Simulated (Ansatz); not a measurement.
# BN at 6 GPa: from Born charge to LO–TO splitting and polaron coupling

Theory: Ansatz, DFT PBEsol, scalar-relativistic, plane waves, PAW. Settings: 420 eV plane-wave cutoff, Γ-centred 12×12×12 mesh, fixed occupations. No spin polarisation. Phonons by linear response, acoustic sum rule imposed.

The cell, relaxed at 6 GPa:
```cif
data_structure
_symmetry_space_group_name_H-M 'P 1'
_symmetry_Int_Tables_number 1
_cell_length_a 2.5368
_cell_length_b 2.5368
_cell_length_c 2.5368
_cell_angle_alpha 60.000
_cell_angle_beta 60.000
_cell_angle_gamma 60.000
_cell_volume 11.54
loop_
_atom_site_label
_atom_site_type_symbol
_atom_site_fract_x
_atom_site_fract_y
_atom_site_fract_z
_atom_site_occupancy
B1 B 0.00000 0.00000 0.00000 1
N1 N 0.75000 0.75000 0.75000 1
```

Linear response gives ν_TO = 1066.3 cm⁻¹, Born charges ±1.895 e (positive on B) and ε∞ = 4.617. The primitive cell holds 11.543 Å³, and the masses are 10.810 and 14.007 amu.

Task: Find ν_LO and the static dielectric constant.

Result: The long-wave field adds a restoring force: ω_LO² − ω_TO² = Z*²e²/(ε_vac ε∞ μV). In these units ν_LO² − ν_TO² = 4.92064×10⁷ Z*²/(μ V ε∞) cm⁻², with μ = m₁m₂/(m₁ + m₂) = 6.101 amu: 543361 cm⁻². So ν_LO = √(1066.3² + 543361) = 1296.3 cm⁻¹, and the run gives 1296.3. Lyddane–Sachs–Teller then gives ε0 = ε∞ (ν_LO/ν_TO)² = 6.82, against 6.82 in the run (it forms both from the same three quantities, so the match checks the arithmetic only). Between ν_TO and ν_LO the dielectric function is negative and an undamped crystal reflects fully: a reststrahlen band from 7.7 to 9.4 μm.

Task: What do the Clausius–Mossotti polarisability and the Szigeti charge come to?

Result: With the Lorentz local field, α = (3V/4π)(ε∞ − 1)/(ε∞ + 2) = 1.51 Å³ for the pair, and e_S = 3Z*/(ε∞ + 2) = 0.86 e. The Born charge includes the electrons' response to the dipole's own local field, and e_S takes that enhancement out. The Lorentz field assumes point-like polarisable ions, a poor picture once ε∞ is this large, since the electron clouds then overlap or are shared, so both numbers are formal here.

Task: How strongly does a slow electron couple to the LO mode?

Result: For one isotropic parabolic band, Fröhlich's constant is α_F = (1/ε∞ − 1/ε0) √(m* Ry/ħω_LO), with Ry = 13.606 eV, ħω_LO = 160.7 meV and m* in free-electron masses: α_F = 0.0700 × 9.20 × √m* = 0.64 √m*. The band mass isn't part of this run; for m* = 0.1, 0.3 and 1 it gives 0.20, 0.35, 0.64. In weak coupling the polaron lies α_F ħω_LO below the band edge (57 meV at m* = 0.3) with a mass m*(1 + α_F/6); past α_F of about 5 or 6 that expansion fails. A semilocal functional's ε∞ tends to be too large, which taken alone lowers α_F.

Cost: 1 run of about 0.32 core-minutes, on Intel Xeon Processor @ 2.50GHz (Skylake/Cascade Lake) (shared hosts).

The numbers describe a stiff, largely covalent crystal that is still distinctly polar. Strong sp³ bonds between two light atoms put ν_TO at 1066.3 cm⁻¹, while nitrogen's greater electronegativity makes the bond polar. The Born charge of 1.895 e stays well below the formal ionic value, yet it produces a wide LO–TO splitting because the reduced mass and cell volume are small and the electronic screening is moderate. The same stiffness limits how far the sublattices shift in a static field, so the lattice raises the dielectric constant only from 4.617 to 6.82.

This modest ionic screening, together with the high LO energy, keeps the Fröhlich coupling weak for all the masses tried. That supports a large, mobile polaron rather than self-trapping by the long-range polar interaction, but says nothing about short-range deformation coupling. In cubic BN the conduction-band minimum lies at X, where the mass is anisotropic, so a quantitative electron polaron needs the full mass tensor rather than a single m*.
